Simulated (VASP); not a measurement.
# BP (F-43m) in VASP: further runs

The runs below take BP through relaxation of cell and atoms, single point, with PBEsol, RPBE.

Program: VASP 6.6.1. These are calculated values, not measurements. Logs are shortened: lines on timing, memory, paths and dates and some standing lists are left out, and cuts for length are marked.

## Step 1: The structure

It takes space group F-43m (No. 216, cubic). Conventional cell: a = 4.532 Å, b = 4.532 Å, c = 4.532 Å, α = 90.00°, β = 90.00°, γ = 90.00°. B (site symmetry -43m) has 4 P at 1.96 Å as nearest neighbours. Around P (site symmetry -43m) lie 4 B at 1.96 Å.

The cell is a database's computed one.

## Step 2: Relaxation of cell and atoms, PBEsol

The input, INCAR:

```
ALGO = Normal ; EDIFF = 1E-7
EDIFFG = -0.005 ; ENCUT = 600
GGA = PS ; IBRION = 2
ISIF = 3 ; ISMEAR = 0
LASPH = True ; LCHARG = False
LREAL = False ; LWAVE = False
NELM = 100 ; NSW = 90
PREC = Accurate ; SIGMA = 0.02
```

The input, KPOINTS:

```
k-points
0
Gamma
  4 4 4
```

The input, POSCAR:

```
BP
1.0
    0.0000000000      2.2660723800      2.2660723800
    2.2660723800      0.0000000000      2.2660723800
    2.2660723800      2.2660723800      0.0000000000
B P
1 1
Direct
    0.0000000000      0.0000000000      0.0000000000
    0.7500000000      0.7500000000      0.7500000000
```

Potentials or basis: VASP PAW PBE potentials, release 64 (B, P).

The run is started by

```bash
$ cat potpaw_PBE.64/B/POTCAR potpaw_PBE.64/P/POTCAR > POTCAR
$ mpirun -np 1 vasp_std > vasp.out
```

OUTCAR:

```text
EDIFF = 1E-7
   EDIFFG = -0.005
   ENCUT = 600
   GGA = PS
   IBRION = 2
   ISIF = 3
   ISMEAR = 0
   LASPH = True
   LREAL = False
   NELM = 100
   NSW = 90
   PREC = Accurate

 ion  position               nearest neighbor table
   1  0.000  0.000  0.000-   2 1.96   2 1.96   2 1.96   2 1.96
   2  0.750  0.750  0.750-   1 1.96   1 1.96   1 1.96   1 1.96

  LATTYP: Found a face centered cubic cell.
 ALAT       =     4.5321447600

  Lattice vectors:

 A1 = (   0.0000000000,   2.2660723800,   2.2660723800)
 A2 = (   2.2660723800,   0.0000000000,   2.2660723800)
 A3 = (   2.2660723800,   2.2660723800,   0.0000000000)

Analysis of symmetry for initial positions (statically):
=====================================================================
 Subroutine PRICEL returns:
 Original cell was already a primitive cell.

 Routine SETGRP: Setting up the symmetry group for a
 face centered cubic supercell.

 Subroutine GETGRP returns: Found 24 space group operations
 (whereof 24 operations were pure point group operations)
 out of a pool of 48 trial point group operations.

The static configuration has the point symmetry T_d .

Analysis of symmetry for dynamics (positions and initial velocities):
=====================================================================
 Subroutine PRICEL returns:
 Original cell was already a primitive cell.

 Routine SETGRP: Setting up the symmetry group for a
 face centered cubic supercell.

 Subroutine GETGRP returns: Found 24 space group operations
 (whereof 24 operations were pure point group operations)
 out of a pool of 48 trial point group operations.

The dynamic configuration has the point symmetry T_d .

 Subroutine INISYM returns: Found 24 space group operations
 (whereof 24 operations are pure point group operations),
 and found     1 'primitive' translations

----------------------------------------------------------------------------------------

                                     Primitive cell

  volume of cell :      23.2729

  direct lattice vectors                    reciprocal lattice vectors
     0.000000000  2.266072380  2.266072380    -0.220646085  0.220646085  0.220646085
     2.266072380  0.000000000  2.266072380     0.220646085 -0.220646085  0.220646085
     2.266072380  2.266072380  0.000000000     0.220646085  0.220646085 -0.220646085

  length of vectors
     3.204710293  3.204710293  3.204710293     0.382170230  0.382170230  0.382170230

  position of ions in fractional coordinates (direct lattice)
     0.000000000  0.000000000  0.000000000
     0.750000000  0.750000000  0.750000000

  ion indices of the primitive-cell ions
   primitive index   ion index
                 1           1
                 2           2

----------------------------------------------------------------------------------------

 KPOINTS: k-points

Automatic generation of k-mesh.
 Grid dimensions read from file:
 generate k-points for:    4    4    4

 Generating k-lattice:

  Cartesian coordinates                     Fractional coordinates (reciprocal lattice)
    -0.055161521  0.055161521  0.055161521     0.250000000  0.000000000  0.000000000
     0.055161521 -0.055161521  0.055161521     0.000000000  0.250000000  0.000000000
     0.055161521  0.055161521 -0.055161521     0.000000000  0.000000000  0.250000000

  Length of vectors
     0.095542558  0.095542558  0.095542558

  Shift w.r.t. Gamma in fractional coordinates (k-lattice)
     0.000000000  0.000000000  0.000000000

 Subroutine IBZKPT returns following result:
 ===========================================

 Found      8 irreducible k-points:

 Following reciprocal coordinates:
            Coordinates               Weight
  0.000000  0.000000  0.000000      1.000000
  0.250000  0.000000  0.000000      8.000000
  0.500000  0.000000  0.000000      4.000000
  0.250000  0.250000  0.000000      6.000000
  0.500000  0.250000  0.000000     24.000000
 -0.250000  0.250000  0.000000     12.000000
  0.500000  0.500000  0.000000      3.000000
 -0.250000  0.500000  0.250000      6.000000
   k-points           NKPTS =      8   k-points in BZ     NKDIM =      8   number of bands    NBANDS=      8
   number of dos      NEDOS =    301   number of ions     NIONS =      2
   total plane-waves  NPLWV =  21952
   dimension x,y,z NGX =    28 NGY =   28 NGZ =   28
   dimension x,y,z NGXF=    56 NGYF=   56 NGZF=   56
   ions per type =               1   1
   NGX,Y,Z   is equivalent  to a cutoff of  14.53, 14.53, 14.53 a.u.
   NGXF,Y,Z  is equivalent  to a cutoff of  29.05, 29.05, 29.05 a.u.
 SYSTEM =  unknown system
   PREC   = accura    normal or accurate (medium, high low for compatibility)
   ISTART =      0    job   : 0-new  1-cont  2-samecut
   ICHARG =      2    charge: 1-file 2-atom 10-const
   ISPIN  =      1    spin polarized calculation?
   LNONCOLLINEAR =      F non collinear calculations
   LSORBIT =      F    spin-orbit coupling
   LASPH  =      T    aspherical Exc in radial PAW
   ENCUT  =  600.0 eV  44.10 Ry    6.64 a.u.   6.40  6.40  6.40*2*pi/ulx,y,z
   NELM   =    100;   NELMIN=  2; NELMDL= -5     # of ELM steps
   EDIFF  = 0.1E-06   stopping-criterion for ELM
   LREAL  =      F    real-space projection
   EDIFFG = -.5E-02   stopping-criterion for IOM
   NSW    =     90    number of steps for IOM
   IBRION =      2    ionic relax: 0-MD 1-quasi-New 2-CG
   NFREE  =      1    steps in history (QN), initial steepest desc. (CG)
   ISIF   =      3    stress and relaxation
   ISYM   =      2    0-nonsym 1-usesym 2-fastsym
   POTIM  = 0.5000    time-step for ionic-motion
   TEBEG  =    0.0;   TEEND  =   0.0 temperature during run
   PSTRESS=    0.0 pullay stress
   NELECT =       8.0000    total number of electrons
   NUPDOWN=      -1.0000    fix difference up-down
   EMIN   =  10.00;   EMAX   =-10.00  energy-range for DOS
   EFERMI =   0.00;   METHOD = LEGACY
   ISMEAR =     0;   SIGMA  =   0.02  broadening in eV -4-tet -1-fermi 0-gaus
   EFERMI_NEDOS =   21; number of points for ismear=-14 and -15
   IALGO  =     38    algorithm
   IMIX   =      4    mixing-type and parameters
     AMIX     =   0.40;   BMIX     =  1.00
     AMIX_MAG =   1.60;   BMIX_MAG =  1.00
  volume/ion in A,a.u.               =      11.64        78.53
  Fermi-wavevector in a.u.,A,eV,Ry     =   1.146800  2.167138 17.893708  1.315150
  Thomas-Fermi vector in A             =   2.283483
   LORBIT       =      0    0 simple, 1 ext, 2 COOP (PROOUT), +10 PAW based schemes
   GGA     = PS    functional components
   LHFCALC =     F    Hartree Fock is set to
   AEXX    =    0.0000 exact exchange contribution
   IVDW    =     0    specifies the selected vdW correction
   LEPSILON=     F    determine dielectric tensor
   LRPA    =     F    only Hartree local field effects (RPA)
 conjugate gradient relaxation of ions
 non-spin polarized calculation
 Gauss-broadening in eV      SIGMA  =   0.02
  energy-cutoff  :      600.00
  volume of cell :       23.27
 maximum number of plane-waves:       784
 NGX is ok and might be reduce to    28
   NGX = 13   NGY = 13   NGZ = 13

--------------------------------------- Ionic step        1  -------------------------------------------

 number of electron       8.0000000 magnetization

 Free energy of the ion-electron system (eV)
  ---------------------------------------------------
  ext. energy  EPLUGINS =         0.00000000
  ---------------------------------------------------
  free energy    TOTEN  =       -13.49589142 eV

  energy without entropy =      -13.49589142  energy(sigma->0) =      -13.49589142

------------------------ aborting loop because EDIFF is reached ----------------------------------------

  FORCE on cell =-STRESS in cart. coord.  units (eV):
  Direction    XX          YY          ZZ          XY          YZ          ZX
  --------------------------------------------------------------------------------------
  -------------------------------------------------------------------------------------
  Total       -0.0146469     -0.0146469     -0.0146469     -0.0000000     -0.0000000     -0.0000000
  in kB       -1.0083348     -1.0083348     -1.0083348     -0.0000000     -0.0000000     -0.0000000
  external PRESSURE =      -1.0083348 kB  Pullay stress =       0.0000000 kB

 VOLUME and BASIS-vectors are now :
 -----------------------------------------------------------------------------
  energy-cutoff  :      600.00
  volume of cell :       23.27
      direct lattice vectors                 reciprocal lattice vectors
     0.000000000  2.266072380  2.266072380    -0.220646085  0.220646085  0.220646085
     2.266072380  0.000000000  2.266072380     0.220646085 -0.220646085  0.220646085
     2.266072380  2.266072380  0.000000000     0.220646085  0.220646085 -0.220646085

 POSITION                                       TOTAL-FORCE (eV/Angst)
 -----------------------------------------------------------------------------------
      0.00000      0.00000      0.00000         0.000000      0.000000      0.000000
      3.39911      3.39911      3.39911        -0.000000     -0.000000     -0.000000
 -----------------------------------------------------------------------------------
    total drift:                                0.000000      0.000000     -0.000000

  FREE ENERGIE OF THE ION-ELECTRON SYSTEM (eV)
  ---------------------------------------------------
  free  energy   TOTEN  =       -13.4958914178 eV
[... 17 lines left out ...]
 VOLUME and BASIS-vectors are now :
 -----------------------------------------------------------------------------
  energy-cutoff  :      600.00
  volume of cell :       23.25
      direct lattice vectors                 reciprocal lattice vectors
     0.000000000  2.265271771  2.265271771    -0.220724068  0.220724068  0.220724068
     2.265271771 -0.000000000  2.265271771     0.220724068 -0.220724068  0.220724068
     2.265271771  2.265271771 -0.000000000     0.220724068  0.220724068 -0.220724068

 POSITION                                       TOTAL-FORCE (eV/Angst)
 -----------------------------------------------------------------------------------
      0.00000      0.00000      0.00000         0.000000      0.000000      0.000000
      3.39791      3.39791      3.39791        -0.000000     -0.000000     -0.000000
 -----------------------------------------------------------------------------------
    total drift:                                0.000000      0.000000     -0.000000

  FREE ENERGIE OF THE ION-ELECTRON SYSTEM (eV)
  ---------------------------------------------------
  free  energy   TOTEN  =       -13.4958935586 eV

  energy  without entropy=      -13.4958935586  energy(sigma->0) =      -13.49589356

--------------------------------------- Ionic step        3  -------------------------------------------

 number of electron       8.0000000 magnetization

 Free energy of the ion-electron system (eV)
  ---------------------------------------------------
  ext. energy  EPLUGINS =         0.00000000
  ---------------------------------------------------
  free energy    TOTEN  =       -13.49589612 eV

  energy without entropy =      -13.49589612  energy(sigma->0) =      -13.49589612

 E-fermi :   7.6419     XC(G=0): -11.0489

 val. band max:        7.5006937853   @ k =   0.0000   0.0000   0.0000
 cond. band min:       8.6910608351   @ k =   0.5000   0.5000   0.0000
 fundamental gap:      1.1903670498
 Fermi energy:         7.6419022542

 k-point     1 :       0.0000    0.0000    0.0000
  band No.  band energies     occupation
      1      -8.0535      2.00000
      2       7.5007      2.00000
      3       7.5007      2.00000
      4       7.5007      2.00000
      5      10.8440      0.00000
      6      10.8440      0.00000
      7      10.8440      0.00000
      8      14.9100      0.00000

 k-point     2 :       0.2500    0.0000    0.0000
  band No.  band energies     occupation
      1      -6.9387      2.00000
      2       2.5974      2.00000
      3       6.3666      2.00000
      4       6.3666      2.00000
      5      11.4610      0.00000
      6      12.2120      0.00000
      7      12.2120      0.00000
      8      17.0543      0.00000

 k-point     3 :       0.5000    0.0000    0.0000
  band No.  band energies     occupation
      1      -4.6820      2.00000
      2      -1.6452      2.00000
      3       5.7233      2.00000
      4       5.7233      2.00000
      5      11.2486      0.00000
      6      12.1295      0.00000
      7      12.1295      0.00000
      8      17.4210      0.00000
[... 66 lines left out ...]
 VOLUME and BASIS-vectors are now :
 -----------------------------------------------------------------------------
  energy-cutoff  :      600.00
  volume of cell :       23.26
      direct lattice vectors                 reciprocal lattice vectors
     0.000000000  2.265605784  2.265605784    -0.220691527  0.220691527  0.220691527
     2.265605784 -0.000000000  2.265605784     0.220691527 -0.220691527  0.220691527
     2.265605784  2.265605784 -0.000000000     0.220691527  0.220691527 -0.220691527

 POSITION                                       TOTAL-FORCE (eV/Angst)
 -----------------------------------------------------------------------------------
      0.00000      0.00000      0.00000         0.000000     -0.000000      0.000000
      3.39841      3.39841      3.39841        -0.000000      0.000000     -0.000000
 -----------------------------------------------------------------------------------
    total drift:                                0.000000      0.000000     -0.000000

  FREE ENERGIE OF THE ION-ELECTRON SYSTEM (eV)
  ---------------------------------------------------
  free  energy   TOTEN  =       -13.4958961160 eV

  energy  without entropy=      -13.4958961160  energy(sigma->0) =      -13.49589612

 reached required accuracy - stopping structural energy minimisation
```

It took 6.3 s on 1 thread of Intel Xeon Platinum 8488C (Sapphire Rapids), shared host; peak memory 0.14 GiB.

Results:

- Free energy: -13.4959 eV
- Relaxed volume: 11.63 Å³/atom
- Relaxed cell: a = 3.204 Å, b = 3.204 Å, c = 3.204 Å, α = 60.00°, β = 60.00°, γ = 60.00°
- Space group after relaxing (to 0.05 Å): F-43m (No. 216)
- Energy gained by relaxing: 0.0 meV/atom
- Ionic steps: 3
- Pressure after relaxing: 0.0 GPa
- Band gap on the k mesh: 1.19 eV, indirect (least direct gap 3.34 eV)

Final structure:
```xyz
2
Lattice="0.0000 2.2656 2.2656 2.2656 0.0000 2.2656 2.2656 2.2656 0.0000" Properties=species:S:1:pos:R:3 pbc="T T T"
B     0.0000    0.0000    0.0000
P     3.3984    3.3984    3.3984
```

Caveat: the k mesh is coarse (spacing up to 0.60 Å⁻¹), so the values aren't converged; the PAW data sets were made with another functional, which shifts forces and pressure a little. A k mesh can miss the band edges.

(Part 1 of 2 ends here.)
